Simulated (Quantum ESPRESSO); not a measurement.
The system is Rh.

```
Rh
1.0
     0.00000    1.89785    1.89785
     1.89785    0.00000    1.89785
     1.89785    1.89785    0.00000
Rh
1
Direct
  0.00000 0.00000 0.00000
```

Base run:

- Program: Quantum ESPRESSO 7.5
- Functional: RPBE
- Potentials or basis: SG15 PBE 1.2
- Cutoff: 952 eV
- Density cutoff: 3810 eV
- k mesh: 12 × 12 × 12
- Occupations: fermi-dirac, width 0.05 eV
- Spin: no spin polarisation

Its results: band gap on the k mesh none (metal or under the smearing width); pressure 12.8 GPa.

Task: The run is repeated on the same cell with these changes: functional from RPBE to AM05. What comes out?

Result: Band gap on the k mesh none (metal or under the smearing width); pressure -5.7 GPa.

AM05 binds more tightly than RPBE, so the same cell stands under less pressure.

Caveats: the potentials were made for another functional, which shifts forces and pressure.

Not every run made on this cell is shown here.
